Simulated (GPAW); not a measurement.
TiC:

```
Ti C
1.0
     0.00000    2.16572    2.16572
     2.16572    0.00000    2.16572
     2.16572    2.16572    0.00000
Ti C
1 1
Direct
  0.00000 0.00000 0.00000
  0.50000 0.50000 0.50000
```

The cell is a database's computed one.

```yaml
Program: GPAW 26.7.0
Task: single point
Functional: PBEsol
Potentials_or_basis: PAW data sets generated in the run's folder for this functional
Cutoff: 800 eV
Basis: pw
k_mesh: 11 × 11 × 11
Occupations: fermi-dirac, width 0.05 eV
Spin: no spin polarisation
```

On this cell: pressure -5.9 GPa; largest force zero by symmetry; band gap on the k mesh none (metal or under the smearing width).

The same run follows on a disturbed copy (atoms moved at random, drawn with an rms of 0.05 Å):

```
Ti C
1.0
     0.00000    2.16572    2.16572
     2.16572    0.00000    2.16572
     2.16572    2.16572    0.00000
Ti C
1 1
Cartesian
  0.0311 -0.0544 0.0078
  2.2125 2.1626 2.1480
```

Task: What changes?

Result: The energy (extrapolated to zero smearing) moves by +8.5 meV/atom; pressure -5.4 GPa; largest force 0.559 eV/Å; band gap on the k mesh none (metal or under the smearing width).

Forces in eV/Å, atoms in the order of the input:
```
Ti   0.149  0.481 -0.243
C   -0.149 -0.481  0.243
```

Stress tensor (GPa, compression positive):
```
-5.70 -0.13  0.07
-0.13 -5.00  0.21
 0.07  0.21 -5.57
```
